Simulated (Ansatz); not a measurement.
# InN: a nudged elastic band by PAW and LAPW

Aim: the energy along a path in InN (path to the inverted structure), by PAW and LAPW. All periodic images move together. Both runs start alike, so that frozen cores can be judged against all electrons.

Method: DFT PBE, scalar-relativistic, in Ansatz 0.2.0.

## (1) Starting point

The cell holds 4 atoms (In2N2): a = 3.533 Å, b = 3.533 Å, c = 5.693 Å, α = 90.00°, β = 90.00°, γ = 120.00°.

Structure file:

```xyz
4
Lattice="3.5330 0.0000 0.0000 -1.7665 3.0597 0.0000 0.0000 0.0000 5.6930" Properties=species:S:1:pos:R:3 pbc="T T T"
In    0.0000    2.0398    0.0000
In    1.7665    1.0199    2.8465
N     0.0000    2.0398    2.1349
N     1.7665    1.0199    4.9814
```

The geometry is a database entry used as it stands. It may stem from high pressure or temperature, or be incomplete, so it serves as a test cell.

## (2) Frozen-core PAW

input.yaml reads:

```yaml
crystal:
  lattice:
    - [3.533, 0.0, 0.0]
    - [-1.7665, 3.0596677516, 0.0]
    - [0.0, 0.0, 5.693]
  atoms:
    - { symbol: In, position: [0.3333333333, 0.6666666667, 0.0] }
    - { symbol: In, position: [0.6666666667, 0.3333333333, 0.5] }
    - { symbol: "N", position: [0.3333333333, 0.6666666667, 0.375] }
    - { symbol: "N", position: [0.6666666667, 0.3333333333, 0.875] }
kpoints:
  mp_grid: { grid: [7, 7, 4] }
scf:
  occupations: { method: fermi_dirac, width: 0.02 }
hamiltonian:
  xc: pbe
  pseudopotentials: { kind: paw }
output:
  forces: true
neb:
  images: 3
  f_tol: 0.05
  max_iterations: 40
  relax_end_points: true
  final_atoms:
    - { symbol: In, position: [0.3333333333, 0.6666666667, -0.125] }
    - { symbol: In, position: [0.6666666667, 0.3333333333, 0.375] }
    - { symbol: "N", position: [0.3333333333, 0.6666666667, 0.5] }
    - { symbol: "N", position: [0.6666666667, 0.3333333333, 1.0] }
```

On the command line:

```console
$ ansatz run input.yaml --threads 4 --pin off --max-ram 8192MiB --backend cpu --events-out ev --progress --plain --runs-dir out
```

Standard output (excerpt; [...] marks lines left out):

```text
Warning: neb: disabling space-group detection — the band's intermediate images generally break the endpoint symmetry, so no spatial operation reduces the k-mesh or symmetrises the density, except that a semilocal band can use its path's symmetry ahead of convergence; time reversal is [...]
Pseudopotentials: kind: paw
Pseudopotential: In, paw, valence charge 13, recommended cutoff 420 eV (normal)
Pseudopotential: N, paw, valence charge 5, recommended cutoff 420 eV (normal)
Functional definition: PBE
[...]
parallel-image band execution: 3 concurrent image workers
NEB image 0
Crystal: 4 atoms, lattice volume = 61.540 Å³
Basis set: ecut = 420 eV, 1165 PW (Γ), exchange–correlation on 48×48×80 points (8 copies of the dense FFT grid, shifted against one another)
Bands: 22, of which v1, the nominal top of the filled ones, is band 18 counted from 1 (17 counted from 0)
Symmetry: 1 space group operations
k-points: 99 of 196 (time reversal used)
[...]
SCF iter   1: F=—  HF=-11963.186502 eV  |F-HF|=—  |Δ(HF+E_count)|=         —  Δρ=2.60e-3  dr2=5.29e-3  ethr=1.77e-3  ⟨swp⟩=6.1  Hψ=9806  notcnv=0
[...]
NSCF: frozen V_eff on 99 k-points
NEB image 4
[...]
SCF iter   4: F=—  HF=-11963.185820 eV  |F-HF|=—  |Δ(HF+E_count)|=   4.78e-5  Δρ=7.83e-5  dr2=4.77e-6  ethr=3.21e-7  ⟨swp⟩=3.0  Hψ=4301  notcnv=0
[...]
NSCF: frozen V_eff on 99 k-points
NEB end point (image 0): max|allowed force component| = 2.500e-1 eV/Å (the criterion of neb.relax_end_points is 1.000e-2)
[...]
NEB image 0, for its relaxation
[...]
NEB image 0, for its relaxation
[...]
NEB image 0, for its relaxation
[...]
NEB image 0, for its relaxation
[...]
NEB image 0, for its relaxation
[...]
NEB image 0, for its relaxation
[...]
NEB image 0, for its relaxation
[...]
NEB image 0, for its relaxation
[...]
NEB image 0, for its relaxation
[...]
NEB image 0
[...]
NSCF: frozen V_eff on 99 k-points
NEB end point (image 0): relaxed in 128 SCF iterations, 0.006227 eV lower, largest move of an atom 0.013 Å; tested for a saddle point, 0 escaped on the way
NEB image 4, for its relaxation
[...]
NEB image 4, for its relaxation
[...]
NEB image 4, for its relaxation
[...]
NEB image 4, for its relaxation
[...]
NEB image 4, for its relaxation
[...]
NEB image 4, for its relaxation
[...]
NEB image 4, for its relaxation
[...]
NEB image 4, for its relaxation
[...]
NEB image 4, for its relaxation
[...]
NEB image 4, for its relaxation
[...]
NEB image 4, for its relaxation
[...]
NEB image 4, for its relaxation
[...]
NEB image 4, for its relaxation
[...]
NEB image 4, for its relaxation
[...]
[...]
```

## (3) More of the same log: path to the inverted structure

The log, continued (excerpt; [...] marks lines left out):

```text
NEB image 4, for its relaxation
[...]
NEB image 4, for its relaxation
[...]
NEB image 4, for its relaxation
[...]
NEB image 4
[...]
NSCF: frozen V_eff on 99 k-points
NEB end point (image 4): relaxed in 128 SCF iterations, 0.006227 eV lower, largest move of an atom 0.013 Å; tested for a saddle point, 0 escaped on the way
NEB image 1
Symmetry: 12 space group operations
k-points: 24 of 196 (time reversal used)
[...]
NEB image 2
[...]
NEB image 3
[...]
NEB iter   1: max|band force component| = 1.958e-6 eV/Å  barrier→ = 1.0048 eV  barrier← = 1.0048 eV  CI = image 2  Δτ_max = 0.0000 Å  (34 SCF iters)
[...]
  climbing image's point = a first-order saddle point (lowest curvatures found: -8.28 and 1.04 eV/Å²)
  energies are F+E_penalty+E_count in eV, relative to image 0
  image     s (Å)  Δ vs image 0  max|band force component| (eV/Å)
      0    0.0000      0.000000                                 —
      1    0.3430      0.571669                          3.990e-9
  *   2    0.6861      1.004758                          1.976e-6
      3    1.0291      0.571671                          4.391e-9
      4    1.3722      0.000000                                 —
  saddle-point geometry (image 2):
  cell:  # Å, volume = 61.5402 Å³
    - [3.533, 0.0, 0.0]
    - [-1.7665, 3.0596677516, 0.0]
    - [0.0, 0.0, 5.693]
  atoms:
    - { symbol: In, position: [0.33333333333172216, 0.666666666665861, -0.06249995867238564] }
    - { symbol: In, position: [0.6666666666682778, 0.3333333333341389, 0.4375000413276144] }
    - { symbol: N, position: [0.33333333333172216, 0.666666666665861, 0.4374999586723856] }
    - { symbol: N, position: [0.6666666666682778, 0.3333333333341389, 0.9374999586723858] }
```

Run time: 56 s. Hardware: 4 threads of AMD EPYC 9B45 (Zen 5), shared host; peak memory 0.97 GiB.

## (4) What the band shows

Images 0 and 4 are the ends. Energies count from image 0; the path length is the program's own measure over all atoms.

| image | path (Å) | energy (eV) | In2 x y z (Å) | In1 x y z (Å) | band force (eV/Å) |
| --- | --- | --- | --- | --- | --- |
| 0 | 0.000 | 0.0000 | 1.77 1.02 2.83 | 0.00 2.04 -0.01 | - |
| 1 | 0.343 | 0.5717 | 1.77 1.02 2.66 | 0.00 2.04 -0.18 | 0.000 |
| 2* | 0.686 | 1.0048 | 1.77 1.02 2.49 | 0.00 2.04 -0.36 | 0.000 |
| 3 | 1.029 | 0.5717 | 1.77 1.02 2.32 | 0.00 2.04 -0.53 | 0.000 |
| 4 | 1.372 | 0.0000 | 1.77 1.02 2.15 | 0.00 2.04 -0.70 | - |

The star marks the climbing image.

image, energy (eV) and a bar:
```
        0      0.000 
        1      0.572 #################
        2      1.005 ##############################
        3      0.572 #################
        4      0.000
```

The band as a trajectory file:

```xyz
4
Lattice="3.533 0.000 0.000 -1.766 3.060 0.000 0.000 0.000 5.693" Properties=species:S:1:pos:R:3 pbc="T T T" image=0 dE=0.0000
In    0.000    2.040   -0.013
In    1.766    1.020    2.834
N     0.000    2.040    2.148
N     1.766    1.020    4.994
4
Lattice="3.533 0.000 0.000 -1.766 3.060 0.000 0.000 0.000 5.693" Properties=species:S:1:pos:R:3 pbc="T T T" image=1 dE=0.5717
In    0.000    2.040   -0.184
In    1.766    1.020    2.662
N     0.000    2.040    2.319
N     1.766    1.020    5.166
4
Lattice="3.533 0.000 0.000 -1.766 3.060 0.000 0.000 0.000 5.693" Properties=species:S:1:pos:R:3 pbc="T T T" image=2 dE=1.0048
In    0.000    2.040   -0.356
In    1.766    1.020    2.491
N     0.000    2.040    2.491
N     1.766    1.020    5.337
4
Lattice="3.533 0.000 0.000 -1.766 3.060 0.000 0.000 0.000 5.693" Properties=species:S:1:pos:R:3 pbc="T T T" image=3 dE=0.5717
In    0.000    2.040   -0.527
In    1.766    1.020    2.319
N     0.000    2.040    2.662
N     1.766    1.020    5.509
4
Lattice="3.533 0.000 0.000 -1.766 3.060 0.000 0.000 0.000 5.693" Properties=species:S:1:pos:R:3 pbc="T T T" image=4 dE=0.0000
In    0.000    2.040   -0.699
In    1.766    1.020    2.148
N     0.000    2.040    2.834
N     1.766    1.020    5.680
```

## (5) All-electron LAPW

input.yaml, as its differences from that of step 2:

```diff
@@ -16,3 +16,3 @@
   xc: pbe
-  pseudopotentials: { kind: paw }
+  pseudopotentials: { kind: all_electron, lapw: { basis_error: 0.001 } }
 output:
```

On the command line:

```console
$ ansatz run input.yaml --threads 4 --pin off --max-ram 8192MiB --backend cpu --events-out ev --progress --plain --runs-dir out
```

Standard output (excerpt; [...] marks lines left out):

```text
Warning: neb: disabling space-group detection — the band's intermediate images generally break the endpoint symmetry, so no spatial operation reduces the k-mesh or symmetrises the density, except that a semilocal band can use its path's symmetry ahead of convergence; time reversal is [...]
LAPW: plane waves up to 10.092 Å⁻¹, error target 1.0e-3 eV per atom; small_component_spin mean_spin; N in spheres of 0.895 Å, 7 of its electrons in bands, Dirac shells []; In in spheres of 1.176 Å, 31 of its electrons in bands, Dirac shells []
[...]
Pseudopotentials: kind: all_electron
Pseudopotential: In, LAPW, valence charge 31, Koelling and Harmon's equation, gaussian nucleus
Pseudopotential: N, LAPW, valence charge 7, Koelling and Harmon's equation, gaussian nucleus
[... 1 set-up line as earlier in the session ...]
[...]
parallel-image band execution: 3 concurrent image workers
[...]
NEB image 2
[...]
the basis was enlarged: its passes take 540.3 KiB over the memory plan, 1 of 1 planned eigensolver slots
[...]
NEB image 3
[...]
the basis was enlarged: its passes take 406.6 KiB over the memory plan, 2 of 2 planned eigensolver slots
[...]
NEB iter   1: max|band force component| = 1.859e-6 eV/Å  barrier→ = 1.0036 eV  barrier← = 1.0036 eV  CI = image 2  Δτ_max = 0.0000 Å  (51 SCF iters)
NEB image 1
[...]
NEB image 2
[...]
NEB image 3
[...]
NEB image 1
NSCF: frozen V_eff on 99 k-points
NEB image 3
NSCF: frozen V_eff on 99 k-points
NEB image 2
NSCF: frozen V_eff on 99 k-points
[...]
NEB image 2, as the band closes
[...]
NEB point 1 about image 2
[...]
NEB point 2 about image 2
[...]
NEB point 3 about image 2
[...]
[...]
```

## (6) The log goes on: path to the inverted structure, LAPW in place of PAW files

Output, continued (excerpt; [...] marks lines left out):

```text
[...]
NEB point 4 about image 2
[...]
NEB point 5 about image 2
[...]
NEB point 6 about image 2
[...]
NEB point 7 about image 2
[...]
NEB point 8 about image 2
[...]
NEB point 9 about image 2
[...]
NEB point 10 about image 2
the walk goes on from step 1 on a new basis, cutoff 462.5 eV. Why: the LAPW basis doesn't serve this geometry: the muffin-tin spheres of In and N overlap: the atoms stand 1.961 Å apart, and the radii add up to 1.979 Å
parallel-image band execution: 3 concurrent image workers
[...]
  climbing image's point = a first-order saddle point (lowest curvatures found: -8.27 and 1.05 eV/Å²)
  energies are F+E_penalty+E_count in eV, relative to image 0
  image     s (Å)  Δ vs image 0  max|band force component| (eV/Å)
      0    0.0000      0.000000                                 —
      1    0.3430      0.571180                          9.514e-6
  *   2    0.6861      1.003559                          2.660e-6
      3    1.0291      0.571180                          2.069e-6
      4    1.3722     -0.000000                                 —
  saddle-point geometry (image 2):
  cell:  # Å, volume = 61.5402 Å³
    - [3.533, 0.0, 0.0]
    - [-1.7665, 3.0596677516, 0.0]
    - [0.0, 0.0, 5.693]
  atoms:
    - { symbol: In, position: [0.3333332592104839, 0.666666627189709, -0.06250012440011406] }
    - { symbol: In, position: [0.6666667403408627, 0.3333333725760299, 0.4375001213212582] }
    - { symbol: N, position: [0.3333333984366425, 0.6666667017958089, 0.43749998476345286] }
    - { symbol: N, position: [0.6666666020120108, 0.333333298438452, 0.9375000183154031] }
```

Wall time 19 min (4 threads of AMD EPYC 9B45 (Zen 5), shared host); peak memory 3.4 GiB.

## (7) The band, image by image

Images 0 and 4 are the ends. Energies count from image 0; the path length is the program's own measure over all atoms.

| image | path (Å) | energy (eV) | In2 x y z (Å) | In1 x y z (Å) | band force (eV/Å) |
| --- | --- | --- | --- | --- | --- |
| 0 | 0.000 | 0.0000 | 1.77 1.02 2.83 | 0.00 2.04 -0.01 | - |
| 1 | 0.343 | 0.5712 | 1.77 1.02 2.66 | 0.00 2.04 -0.18 | 0.000 |
| 2* | 0.686 | 1.0036 | 1.77 1.02 2.49 | 0.00 2.04 -0.36 | 0.000 |
| 3 | 1.029 | 0.5712 | 1.77 1.02 2.32 | 0.00 2.04 -0.53 | 0.000 |
| 4 | 1.372 | 0.0000 | 1.77 1.02 2.15 | 0.00 2.04 -0.70 | - |

The star marks the climbing image.

image, energy (eV) and a bar:
```
        0      0.000 
        1      0.571 #################
        2      1.004 ##############################
        3      0.571 #################
        4      0.000
```

## (8) Results

| quantity | value |
| --- | --- |
| PAW: barrier forwards | 1.005 eV |
| PAW: barrier backwards | 1.005 eV |
| PAW: second end relative to first | 0.000 eV |
| PAW: highest image | 2 of 0 to 4, climbing |
| PAW: band iterations | 2 |
| LAPW: barrier forwards | 1.004 eV |
| LAPW: barrier backwards | 1.004 eV |
| LAPW: second end relative to first | 0.000 eV |
| LAPW: highest image | 2 of 0 to 4, climbing |
| LAPW: band iterations | 2 |

In words: PAW: Along this path the system climbs 1.00 eV from the first end (39 kT at 300 K). The two ends lie within 1 meV of each other. One curvature at the top is negative and the next is not: a first-order saddle point. LAPW: The barrier from the first end is 1.00 eV, 39 times kT at 300 K. The program found one negative curvature at the climbing image, so it is a first-order saddle. The highest points differ by 1 meV between the methods. Since every periodic image moves, this is not the barrier of a lone defect. The price, with the outputs that each input asks for: 19 min for LAPW against 56 s for PAW, about 20 to one.
